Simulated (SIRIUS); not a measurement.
# CdS (Greenockite) (P6_3mc) in SIRIUS: reference runs

How does CdS (Greenockite) come out in PBEsol? The cell is run as given.

All numbers are computed with SIRIUS 7.12.0; they aren't measurements. Logs are shortened: lines on timing, memory, paths and dates and some standing lists are left out, and cuts for length are marked. The log counts tension as positive stress, the text compression.

**What was measured.**

“Isotope dependence of band-gap energy”, 2008, arxiv:0807.2152 quotes, for a bulk crystal of CdS: band gap 2.5809 ± 0.0002 eV.

The results are compared with them further down.

## Step 1: The crystal as given

Symmetry: P6_3mc, No. 186, hexagonal system. Conventional cell: a = 4.150 Å, b = 4.150 Å, c = 6.737 Å, α = 90.00°, β = 90.00°, γ = 120.00°. Around Cd (site symmetry 3m) lie 4 S at 2.53 to 2.54 Å. S (site symmetry 3m) has 4 Cd at 2.53 to 2.54 Å as nearest neighbours.

## Step 2: Single point, PBEsol

File sirius.json:

```json
{
  "control": {
    "processing_unit": "cpu",
    "std_evp_solver_name": "lapack",
    "gen_evp_solver_name": "lapack",
    "verbosity": 2,
    "print_forces": true,
    "ortho_rf": true,
    "use_second_variation": true,
    "rmt_max": 3.0,
    "num_bands_to_print": 24,
    "save_wf": true
  },
  "parameters": {
    "electronic_structure_method": "full_potential_lapwlo",
    "xc_functionals": ["XC_GGA_X_PBE_SOL", "XC_GGA_C_PBE_SOL"],
    "core_relativity": "dirac",
    "valence_relativity": "iora",
    "num_fv_states": 43,
    "smearing": "fermi_dirac",
    "smearing_width": 0.0018374661,
    "pw_cutoff": 20,
    "gk_cutoff": 3.58,
    "lmax_apw": 10,
    "lmax_rho": 8,
    "lmax_pot": 8,
    "num_mag_dims": 0,
    "auto_rmt": 0,
    "ngridk": [7, 7, 4],
    "shiftk": [0, 0, 0],
    "num_dft_iter": 80,
    "energy_tol": 1e-07,
    "density_tol": 1e-05,
    "use_symmetry": true
  },
  "settings": {"tol_ne": 1e-10},
  "iterative_solver": {"type": "exact"},
  "mixer": {"type": "anderson", "beta": 0.5, "max_history": 8},
  "unit_cell": {
    "lattice_vectors": [[7.8423634172, 0.0, 0.0], [-3.9211817086, 6.791685945, 0.0], [0.0, 0.0, 12.7310849016]],
    "atom_types": ["Cd", "S"],
    "atom_files": {"Cd": "Cd.json", "S": "S.json"},
    "atoms": {
      "Cd": [[0.6666666667, 0.3333333333, 0.5], [0.3333333333, 0.6666666667, 0.0]],
      "S": [[0.6666666667, 0.3333333333, 0.875], [0.3333333333, 0.6666666667, 0.375]]
    }
  }
}
```

File Cd.json:

```json
{
  "name": "cadmium",
  "symbol": "Cd",
  "number": 48,
  "mass": 112.411,
  "rmin": 1e-06,
  "rmt": 2.42,
  "nrmt": 800,
  "rinf": 14.45,
  "core": "1s2s2p3s3p3d",
  "valence": [
    {"basis": [{"enu": -0.1, "dme": 0, "n": 0, "auto": 0}, {"enu": -0.1, "dme": 1, "n": 0, "auto": 0}]},
    {"l": 0, "n": 1, "basis": [{"enu": 0.0, "dme": 0, "n": 0, "auto": 0}]},
    {"l": 1, "n": 2, "basis": [{"enu": 0.0, "dme": 0, "n": 0, "auto": 0}]},
    {"l": 2, "n": 3, "basis": [{"enu": -0.0602, "dme": 0, "n": 0, "auto": 0}]},
    {"l": 3, "n": 4, "basis": [{"enu": 0.0, "dme": 0, "n": 0, "auto": 0}]}
  ],
  "lo": [
    {"l": 0, "basis": [{"enu": 0.0, "dme": 0, "n": 0, "auto": 0}, {"enu": 0.0, "dme": 1, "n": 0, "auto": 0}]},
    {
      "l": 0,
      "basis": [{"enu": -3.6589, "dme": 0, "n": 4, "auto": 1}, {"enu": -3.6589, "dme": 1, "n": 4, "auto": 1}]
    },
    {"l": 0, "basis": [{"enu": -3.6589, "dme": 1, "n": 4, "auto": 1}, {"enu": 0.0, "dme": 0, "n": 0, "auto": 0}]},
    {"l": 0, "basis": [{"enu": 0.0, "dme": 0, "n": 0, "auto": 0}, {"enu": 2.7321, "dme": 0, "n": 0, "auto": 0}]},
    {"l": 1, "basis": [{"enu": 0.0, "dme": 0, "n": 0, "auto": 0}, {"enu": 0.0, "dme": 1, "n": 0, "auto": 0}]},
    {
      "l": 1,
      "basis": [{"enu": -2.2396, "dme": 0, "n": 4, "auto": 1}, {"enu": -2.2396, "dme": 1, "n": 4, "auto": 1}]
    },
    {"l": 1, "basis": [{"enu": -2.2396, "dme": 1, "n": 4, "auto": 1}, {"enu": 0.0, "dme": 0, "n": 0, "auto": 0}]},
    {"l": 1, "basis": [{"enu": 0.0, "dme": 0, "n": 0, "auto": 0}, {"enu": 3.1419, "dme": 0, "n": 0, "auto": 0}]},
    {
      "l": 2,
      "basis": [{"enu": -0.0602, "dme": 0, "n": 0, "auto": 0}, {"enu": -0.0602, "dme": 1, "n": 0, "auto": 0}]
    },
    {
      "l": 2,
      "basis": [{"enu": -0.0602, "dme": 1, "n": 0, "auto": 0}, {"enu": -0.0602, "dme": 2, "n": 0, "auto": 0}]
    },
    {
      "l": 2,
      "basis": [{"enu": -0.0602, "dme": 0, "n": 0, "auto": 0}, {"enu": 2.6036, "dme": 0, "n": 0, "auto": 0}]
    },
    {"l": 3, "basis": [{"enu": 0.0, "dme": 0, "n": 0, "auto": 0}, {"enu": 0.0, "dme": 1, "n": 0, "auto": 0}]},
    {"l": 3, "basis": [{"enu": 0.0, "dme": 0, "n": 0, "auto": 0}, {"enu": 2.9711, "dme": 0, "n": 0, "auto": 0}]}
  ],
  "free_atom": [... radial grid and density of the free atom, the start of the SCF ...]
}
```

File S.json:

```json
{
  "name": "sulphur",
  "symbol": "S",
  "number": 16,
  "mass": 32.065,
  "rmin": 1e-06,
  "rmt": 2.18,
  "nrmt": 800,
  "rinf": 13.52,
  "core": "1s",
  "valence": [
    {"basis": [{"enu": -0.1, "dme": 0, "n": 0, "auto": 0}, {"enu": -0.1, "dme": 1, "n": 0, "auto": 0}]},
    {"l": 0, "n": 1, "basis": [{"enu": -0.1366, "dme": 0, "n": 0, "auto": 0}]},
    {"l": 1, "n": 2, "basis": [{"enu": 0.0, "dme": 0, "n": 0, "auto": 0}]},
    {"l": 2, "n": 3, "basis": [{"enu": 0.0, "dme": 0, "n": 0, "auto": 0}]},
    {"l": 3, "n": 4, "basis": [{"enu": 0.0, "dme": 0, "n": 0, "auto": 0}]}
  ],
  "lo": [
    {
      "l": 0,
      "basis": [{"enu": -0.1366, "dme": 0, "n": 0, "auto": 0}, {"enu": -0.1366, "dme": 1, "n": 0, "auto": 0}]
    },
    {
      "l": 0,
      "basis": [{"enu": -0.1366, "dme": 1, "n": 0, "auto": 0}, {"enu": -0.1366, "dme": 2, "n": 0, "auto": 0}]
    },
    {
      "l": 0,
      "basis": [{"enu": -7.4763, "dme": 0, "n": 2, "auto": 1}, {"enu": -7.4763, "dme": 1, "n": 2, "auto": 1}]
    },
    {
      "l": 0,
      "basis": [{"enu": -0.1366, "dme": 0, "n": 0, "auto": 0}, {"enu": 2.3884, "dme": 0, "n": 0, "auto": 0}]
    },
    {"l": 1, "basis": [{"enu": 0.0, "dme": 0, "n": 0, "auto": 0}, {"enu": 0.0, "dme": 1, "n": 0, "auto": 0}]},
    {
      "l": 1,
      "basis": [{"enu": -5.4882, "dme": 0, "n": 2, "auto": 1}, {"enu": -5.4882, "dme": 1, "n": 2, "auto": 1}]
    },
    {"l": 1, "basis": [{"enu": -5.4882, "dme": 1, "n": 2, "auto": 1}, {"enu": 0.0, "dme": 0, "n": 0, "auto": 0}]},
    {"l": 1, "basis": [{"enu": 0.0, "dme": 0, "n": 0, "auto": 0}, {"enu": 3.8717, "dme": 0, "n": 0, "auto": 0}]},
    {"l": 2, "basis": [{"enu": 0.0, "dme": 0, "n": 0, "auto": 0}, {"enu": 0.0, "dme": 1, "n": 0, "auto": 0}]},
    {"l": 2, "basis": [{"enu": 0.0, "dme": 1, "n": 0, "auto": 0}, {"enu": 0.0, "dme": 2, "n": 0, "auto": 0}]},
    {"l": 2, "basis": [{"enu": 0.0, "dme": 0, "n": 0, "auto": 0}, {"enu": 3.2826, "dme": 0, "n": 0, "auto": 0}]},
    {"l": 3, "basis": [{"enu": 0.0, "dme": 0, "n": 0, "auto": 0}, {"enu": 0.0, "dme": 1, "n": 0, "auto": 0}]}
  ],
  "free_atom": [... radial grid and density of the free atom, the start of the SCF ...]
}
```

File sirius_start.json:

```json
{
  "control": {
    "processing_unit": "cpu",
    "std_evp_solver_name": "lapack",
    "gen_evp_solver_name": "lapack",
    "verbosity": 1,
    "print_forces": false,
    "ortho_rf": true,
    "use_second_variation": true,
    "rmt_max": 3.0,
    "num_bands_to_print": 24,
    "save_wf": false
  },
  "parameters": {
    "electronic_structure_method": "full_potential_lapwlo",
    "xc_functionals": ["XC_LDA_X", "XC_LDA_C_PW"],
    "core_relativity": "dirac",
    "valence_relativity": "iora",
    "num_fv_states": 43,
    "smearing": "fermi_dirac",
    "smearing_width": 0.0055123983,
    "pw_cutoff": 20,
    "gk_cutoff": 2.86,
    "lmax_apw": 10,
    "lmax_rho": 8,
    "lmax_pot": 8,
    "num_mag_dims": 0,
    "auto_rmt": 0,
    "ngridk": [3, 3, 2],
    "shiftk": [0, 0, 0],
    "num_dft_iter": 30,
    "energy_tol": 0.01,
    "density_tol": 0.05,
    "use_symmetry": true
  },
  "settings": {"tol_ne": 1e-10},
  "iterative_solver": {"type": "exact"},
  "mixer": {"type": "anderson", "beta": 0.5, "max_history": 8},
  "unit_cell": {
    "lattice_vectors": [[7.8423634172, 0.0, 0.0], [-3.9211817086, 6.791685945, 0.0], [0.0, 0.0, 12.7310849016]],
    "atom_types": ["Cd", "S"],
    "atom_files": {"Cd": "Cd.json", "S": "S.json"},
    "atoms": {
      "Cd": [[0.6666666667, 0.3333333333, 0.5], [0.3333333333, 0.6666666667, 0.0]],
      "S": [[0.6666666667, 0.3333333333, 0.875], [0.3333333333, 0.6666666667, 0.375]]
    }
  }
}
```

Potentials or basis: all-electron FP-LAPW, apw+lo standard.

The run is started by

```console
$ OMP_NUM_THREADS=1 sirius.scf --input=sirius_start.json --output=start.json
$ OMP_NUM_THREADS=1 sirius.scf --input=sirius.json --output=output.json --task=1
```

Standard output:

```text
[info] SIRIUS version : 7.12.0
[info] number of MPI ranks           : 1
[info] MPI grid                      : 1 1
[info] maximum number of OMP threads : 1
[fft] FFT context for density and potential
[fft] =====================================
[fft]   plane wave cutoff                     : 20
[fft]   grid size                             : 54 54 90   total : 262440
[fft]   grid limits                           : -26 27   -26 27   -44 45
[fft]   number of G-vectors within the cutoff : 91587
[fft]   number of G-shells                    : 4456
[fft] FFT context for coarse grid
[fft] =====================================
[fft]   plane wave cutoff                     : 7.16
[fft]   grid size                             : 20 20 32   total : 12800
[fft]   grid limits                           : -9 10   -9 10   -15 16
[fft]   number of G-vectors within the cutoff : 4187
[fft]   number of G-shells                    : 263
[unit cell] lattice vectors
[unit cell]   a1 :       7.8423634172      0.0000000000      0.0000000000
[unit cell]   a2 :      -3.9211817086      6.7916859450      0.0000000000
[unit cell]   a3 :       0.0000000000      0.0000000000     12.7310849016
[unit cell] reciprocal lattice vectors
[unit cell]   b1 :       0.8011851750      0.4625644765     -0.0000000000
[unit cell]   b2 :       0.0000000000      0.9251289530      0.0000000000
[unit cell]   b3 :       0.0000000000     -0.0000000000      0.4935310192
[unit cell] unit cell volume :       678.09411239 [a.u.^3]
[unit cell] 1/sqrt(omega)    :         0.03840210
[unit cell] MT volume        :       205.52483447 (30.31%)
[unit cell] IT volume        :       472.56927792 (69.69%)
[unit cell] number of atom types : 2
[unit cell] type id : 0 symbol : Cd mt_radius :   2.420000 num_atoms : 2
[unit cell] type id : 1 symbol :  S mt_radius :   2.180000 num_atoms : 2
[unit cell] total number of atoms : 4
[unit cell] number of symmetry classes : 2
[unit cell] atom id  type id  class id             position                      vector_field
[unit cell] ------------------------------------------------------------------------------------------
[unit cell]      0        0        0      0.66667   0.33333   0.50000      0.00000   0.00000   0.00000
[unit cell]      1        0        0      0.33333   0.66667   0.00000      0.00000   0.00000   0.00000
[unit cell]      2        1        1      0.66667   0.33333   0.87500      0.00000   0.00000   0.00000
[unit cell]      3        1        1      0.33333   0.66667   0.37500      0.00000   0.00000   0.00000
[unit cell] atom id         position (Cartesian, a.u.)
[... 369 lines left out ...]
[generate_core_charge_density]   n,l,k : 3 2 2  energy :         -14.35268050
[generate_core_charge_density]   n,l,k : 3 2 3  energy :         -14.09604208
[generate_core_charge_density] atom class : 1
[generate_core_charge_density]   n,l,k : 1 0 1  energy :         -87.91524081
[... 25 lines left out ...]
[find] valence_eval_sum               :    -139.78727396
[find] core_eval_sum                  :   -7030.28380875
[find] kinetic energy                 :   12526.41791793
[find] enuc                           :  -14540.63327490
[find] <rho|V^{XC}>                   :    -465.21516815
[find] <rho|E^{XC}>                   :    -354.24084222
[find] <mag|B^{XC}>                   :       0.00000000
[find] <rho|V^{H}>                    :  -19231.27383249
[find] smearing (-TS)                 :      -0.00000002
[find] SCF correction                 :       0.00004044
[find] Total energy                   :  -11984.09307499 (Ha),  -23968.18614998 (Ry)
[find] Free energy (E-TS)             :  -11984.09307501 (Ha),  -23968.18615003 (Ry)
[find] band gap (eV)                  :       1.05058681
[find] Efermi                         :       0.11382838
[find] iteration : 7, RMS (target) : 3.5311e-06 (1.0000e-05) , energy difference (target) : -2.9861e-08 (1.0000e-07)
[find] converged after 8 SCF iterations!
Warning in function "check_num_electrons" at src/density/density.cpp:1179
wrong number of electrons
  obtained value : 128
  target value : 128
  difference : 3.81086e-05
  total core leakage : 5.72966e-09
    atom class : 0, core leakage : 2.86483e-09
    atom class : 1, core leakage : 0
[find] Charges and magnetic moments
[find] --------------------------------------------------------------------------------
[find] atom      charge    core leakage
[find] --------------------------------------------------------------------------------
[find]    0   46.263429    2.864829e-09
[find]    1   46.263429    2.864829e-09
[find]    2   14.454849    0.000000e+00
[find]    3   14.454849    0.000000e+00
[find] total core leakage    : 5.72965831e-09
[find] interstitial charge   : 6.563406
[find] total charge          : 127.999962
[find] Energy
[find] --------------------------------------------------------------------------------
[find] valence_eval_sum               :    -139.78727396
[find] core_eval_sum                  :   -7030.28380875
[find] kinetic energy                 :   12526.41791793
[find] enuc                           :  -14540.63327490
[find] <rho|V^{XC}>                   :    -465.21516815
[find] <rho|E^{XC}>                   :    -354.24084222
[find] <mag|B^{XC}>                   :       0.00000000
[find] <rho|V^{H}>                    :  -19231.27383249
[find] smearing (-TS)                 :      -0.00000002
[find] SCF correction                 :       0.00004044
[find] Total energy                   :  -11984.09307499 (Ha),  -23968.18614998 (Ry)
[find] Free energy (E-TS)             :  -11984.09307501 (Ha),  -23968.18615003 (Ry)
[find] band gap (eV)                  :       1.05058681
[find] Efermi                         :       0.11382838
[ground_state]
[ground_state] ==== total Forces in Ha/bohr =====
[ground_state] atom:    0, force:       0.0000000     -0.0000000     -0.0011152
[ground_state] atom:    1, force:       0.0000000      0.0000000     -0.0011152
[ground_state] atom:    2, force:      -0.0000000     -0.0000000      0.0012823
[ground_state] atom:    3, force:       0.0000000      0.0000000      0.0012823
[ground_state] ==== contribution from density =====
[ground_state] atom:    0, force:       0.0000000     -0.0000000     -0.0301477
[ground_state] atom:    1, force:       0.0000000     -0.0000000     -0.0301477
[ground_state] atom:    2, force:       0.0000000     -0.0000000      0.0014115
[ground_state] atom:    3, force:       0.0000000      0.0000000      0.0014115
[ground_state] ==== contribution from Hartree potential =====
[ground_state] atom:    0, force:       0.0000000      0.0000000      0.0253030
[ground_state] atom:    1, force:       0.0000000      0.0000000      0.0253030
[ground_state] atom:    2, force:      -0.0000000      0.0000000      0.0018336
[ground_state] atom:    3, force:       0.0000000      0.0000000      0.0018336
[ground_state] ==== contribution from IBS =====
[ground_state] atom:    0, force:       0.0000000     -0.0000000      0.0037295
[ground_state] atom:    1, force:       0.0000000      0.0000000      0.0037295
[ground_state] atom:    2, force:       0.0000000     -0.0000000     -0.0019628
[ground_state] atom:    3, force:       0.0000000      0.0000000     -0.0019628
```

Run time: 3 min. Hardware: 1 thread of Intel Xeon Platinum 8259CL at 2.50GHz (Skylake/Cascade Lake), shared host; peak memory 0.77 GiB.

Results:

```yaml
Free_energy: -326103.7855 eV
Largest_force: 0.066 eV/Å
Band_gap_on_the_k_mesh: 1.05 eV, direct
All_electrons_inside_the_program's_atomic_spheres: Cd 46.26; S 14.45 (radii Cd 2.42, S 2.18 bohr)
```

Forces in eV/Å, atoms in the order of the input:
```
Cd   0.000  0.000 -0.057
Cd   0.000  0.000 -0.057
S    0.000  0.000  0.066
S    0.000  0.000  0.066
```

## Step 3: Against experiment

Step 2. Against the measured gap of CdS, 2.5809 eV (quoted in “Isotope dependence of band-gap energy”, 2008, arxiv:0807.2152), the calculated 1.05 eV is off by -1.53 eV. So large a miss can be the level of theory's own, or it may mean another phase, state or a wrong row. Spin-orbit coupling on Cd is left out. The value is that of PBEsol, without temperature or zero-point motion. Semilocal functionals fall short of measured gaps as a rule.
